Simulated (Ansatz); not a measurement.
**Molecular dynamics of Sc**

Input file:

```yaml
accuracy: low
crystal:
  lattice:
    - [6.6176, 0.0, 0.0]
    - [-4.9632, 8.596515, 0.0]
    - [0.0, 0.0, 5.268]
  atoms:
    - { symbol: Sc, position: [0.06642076, 0.23162257, 0.33662822] }
    - { symbol: Sc, position: [0.58518576, 0.27410711, 0.58204759] }
    - { symbol: Sc, position: [0.29564299, 0.60762764, 0.31182884] }
    - { symbol: Sc, position: [0.31137016, 0.39465059, 0.8869376] }
    - { symbol: Sc, position: [0.14184679, 0.86916465, 0.2341451] }
    - { symbol: Sc, position: [0.32157728, 0.78919627, 0.77497226] }
    - { symbol: Sc, position: [0.62961151, 0.20762753, 0.13622658] }
    - { symbol: Sc, position: [0.76754919, 0.08261618, 0.81591091] }
    - { symbol: Sc, position: [0.69549094, 0.53773532, 0.36404238] }
    - { symbol: Sc, position: [0.9985523, 0.50330572, 0.77189791] }
    - { symbol: Sc, position: [0.69058922, 0.89134042, 0.30308017] }
    - { symbol: Sc, position: [0.72307737, 0.69708674, 0.86143353] }
    - { symbol: Sc, position: [0.11263745, 0.02377859, -0.24742149] }
basis:
  ecutwfc: 420.0
kpoints:
  mp_grid: { grid: [2, 1, 2] }
hamiltonian:
  xc: pbe
  dispersion: d3bj
scf:
  occupations: { method: fermi_dirac, width: 0.15 }
  lower_state_search: "off"
md:
  timestep: 2
  n_steps: 150
  ensemble: nvt_nose_hoover
  temperature: 2100.0
  initial_velocities: maxwell_boltzmann
  seed: 170335
  nose_hoover: { tau: 100.0, chain_length: 1 }
```

Run as:

```bash
$ ansatz run input.yaml --threads 1 --pin off --max-ram 3072MiB --backend cpu --events-out ev --progress --plain --runs-dir out
```

It goes on from the last frame of an earlier run, with new velocities.

Output, in part (step lines):

```
md step     0: t =     0.00 fs  T =  2100.0 K  F+E_penalty+E_count = -27766.68313625 eV  E_kin = 3.257352 eV  conserved = -27763.42578428 eV  (9 SCF iters)
md step     1: t =     2.00 fs  T =  2159.6 K  F+E_penalty+E_count = -27766.77587180 eV  E_kin = 3.349805 eV  conserved = -27763.42605750 eV  (8 SCF iters)
md step     2: t =     4.00 fs  T =  2205.2 K  F+E_penalty+E_count = -27766.84687922 eV  E_kin = 3.420508 eV  conserved = -27763.42627696 eV  (8 SCF iters)
md step     3: t =     6.00 fs  T =  2234.6 K  F+E_penalty+E_count = -27766.89287817 eV  E_kin = 3.466135 eV  conserved = -27763.42642804 eV  (8 SCF iters)
md step     4: t =     8.00 fs  T =  2246.4 K  F+E_penalty+E_count = -27766.91160612 eV  E_kin = 3.484391 eV  conserved = -27763.42650189 eV  (8 SCF iters)
md step     5: t =    10.00 fs  T =  2239.8 K  F+E_penalty+E_count = -27766.90195597 eV  E_kin = 3.474157 eV  conserved = -27763.42649535 eV  (4 SCF iters)
md step     6: t =    12.00 fs  T =  2214.9 K  F+E_penalty+E_count = -27766.86402721 eV  E_kin = 3.435546 eV  conserved = -27763.42641134 eV  (3 SCF iters)
md step     7: t =    14.00 fs  T =  2172.5 K  F+E_penalty+E_count = -27766.79909434 eV  E_kin = 3.369866 eV  conserved = -27763.42625820 eV  (3 SCF iters)
[... lines left out ...]
```

The steps, from the saved trajectory:

| time (fs) | T (K) | potential energy less start (eV) | conserved less start (meV/atom) |
| --- | --- | --- | --- |
| 0.0 | 2100 | 0.000 | 0.00 |
| 10.0 | 2240 | -0.219 | -0.05 |
| 20.0 | 1959 | 0.213 | 0.02 |
| 30.0 | 1485 | 0.949 | 0.14 |
| 40.0 | 1185 | 1.429 | 0.21 |
| 50.0 | 1277 | 1.311 | 0.18 |
| 60.0 | 1699 | 0.707 | 0.08 |
| 70.0 | 2128 | 0.116 | -0.01 |
| 80.0 | 2270 | -0.016 | 0.01 |
| 90.0 | 2133 | 0.282 | 0.09 |
| 100.0 | 1941 | 0.655 | 0.16 |
| 110.0 | 1865 | 0.848 | 0.15 |
| 120.0 | 1889 | 0.890 | 0.13 |
| 130.0 | 1949 | 0.884 | 0.14 |
| 140.0 | 2048 | 0.826 | 0.14 |
| 150.0 | 2194 | 0.703 | 0.10 |
| 160.0 | 2266 | 0.697 | 0.06 |
| 170.0 | 2126 | 1.015 | 0.09 |
| 180.0 | 1833 | 1.560 | 0.17 |
| 190.0 | 1626 | 1.964 | 0.25 |
| 200.0 | 1718 | 1.912 | 0.21 |
| 210.0 | 2018 | 1.560 | 0.12 |
| 220.0 | 2246 | 1.338 | 0.04 |
| 230.0 | 2159 | 1.609 | 0.09 |
| 240.0 | 1879 | 2.165 | 0.22 |
| 250.0 | 1759 | 2.465 | 0.25 |
| 260.0 | 1934 | 2.316 | 0.22 |
| 270.0 | 2292 | 1.906 | 0.15 |
| 280.0 | 2577 | 1.627 | 0.10 |
| 290.0 | 2583 | 1.776 | 0.14 |
| 300.0 | 2334 | 2.295 | 0.21 |

All steps were run. The conserved energy stayed within 0.25 meV per atom of its start (net change 0.21 meV per atom), so the integration is sound. A run of 0.3 ps of so small a system gives no equilibrium averages. Limits of this set-up: coarse k mesh, low accuracy level.

Mean squared displacements from the first frame to the last, about the centre of mass: Sc 1.03 Å².

Last frame:

```xyz
13
Lattice="6.6176 0.0000 0.0000 -4.9632 8.5965 0.0000 0.0000 0.0000 5.2680" Properties=species:S:1:pos:R:3
Sc -0.750 2.676 0.686
Sc 1.893 1.737 2.813
Sc -0.617 5.107 1.581
Sc 0.744 3.762 3.764
Sc -3.250 7.480 2.813
Sc -2.465 6.546 4.684
Sc 3.288 1.302 0.414
Sc 4.945 1.147 3.557
Sc 2.223 4.577 1.292
Sc 3.949 3.643 3.481
Sc 0.387 7.833 2.263
Sc 0.923 6.324 4.673
Sc 0.355 0.389 0.281
```

The run took 11 min on 1 thread of Arm Neoverse V2 (shared host), peak memory 0.59 GiB.
